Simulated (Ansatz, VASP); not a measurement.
**Two plane-wave programs on In**

The input POSCAR:

```
In
1.0
   -1.8825252400      1.8825252400      1.8825252400
    1.8825252400     -1.8825252400      1.8825252400
    1.8825252400      1.8825252400     -1.8825252400
In
1
Direct
    0.0000000000      0.0000000000      0.0000000000
```

INCAR.step1

```
SYSTEM = In
PREC = Accurate ; ENCUT = 520
ISMEAR = -1 ; SIGMA = 0.05
LREAL = .FALSE. ; LASPH = .TRUE.
NELM = 80 ; NBANDS = 12
GGA = PE ; ALGO = Normal
EDIFF = 1E-4 ; LWAVE = .TRUE.
LCHARG = .FALSE.
```

The input INCAR.step2:

```
SYSTEM = In
PREC = Accurate ; ENCUT = 520
EDIFF = 1E-6 ; ISMEAR = -1
SIGMA = 0.05 ; LREAL = .FALSE.
LASPH = .TRUE. ; NELM = 80
ALGO = Normal ; ISIF = 2
LWAVE = .FALSE. ; LCHARG = .TRUE.
METAGGA = R2SCAN ; LMIXTAU = .TRUE.
LELF = .TRUE. ; LVHAR = .TRUE.
NBANDS = 12 ; ISTART = 1
```

Contents of KPOINTS:

```
regular mesh
0
G
  10 10 10
  0 0 0
```

File input.yaml:

```yaml
crystal:
  lattice:
    - [-1.88252524, 1.88252524, 1.88252524]
    - [1.88252524, -1.88252524, 1.88252524]
    - [1.88252524, 1.88252524, -1.88252524]
  atoms:
    - { symbol: In, position: [0.0, 0.0, 0.0] }
hamiltonian:
  xc: r2scan
  pseudopotentials: { kind: paw }
kpoints:
  mp_grid: { grid: [10, 10, 10] }
  band_path:
    path:
      - [[0.0, 0.0, 0.0], [0.5, -0.5, 0.5], [0.0, 0.0, 0.5], [0.0, 0.0, 0.0], [0.25, 0.25, 0.25], [0.5, -0.5, 0.5]]
      - [[0.25, 0.25, 0.25], [0.0, 0.0, 0.5]]
    npoints: 14
scf:
  occupations: { method: fermi_dirac, width: 0.05 }
  n_extra_bands: 6
output:
  forces: true
  stress: true
  eigenvalues: true
  fatbands: true
```

This isn't the form of In at room conditions, which is tetragonal.

Alike in both runs: functional r2SCAN; k mesh 10 × 10 × 10; occupations fermi-dirac, width 0.05 eV; no spin polarisation.

```csv
,VASP,Ansatz
version,VASP 6.6.1,Ansatz 0.2.0
potentials or method,"VASP PAW PBE potentials, release 64 (In_d)",Ansatz PAW
plane-wave cutoff (eV),520,500
valence electrons in the cell,13,13
task,single point,band structure
```

```csv
,VASP,Ansatz,Ansatz less VASP
gap on the k mesh at the Fermi level (eV),none,none,-
pressure (GPa),-0.1,-0.2,-0.03
```

A gap of «none» marks a metal or a gap that the smearing closes. With one functional, cell and mesh, what is left measures potentials, basis and numerics.

Caveats: the PAW data sets were made with another functional, which shifts forces and pressure a little (VASP); spin-orbit coupling is left out, which moves the levels of the heavy elements (Ansatz); the PAW data sets come from PBE, with cores solved anew for the run's functional, which leaves a small shift of forces and pressure (Ansatz).
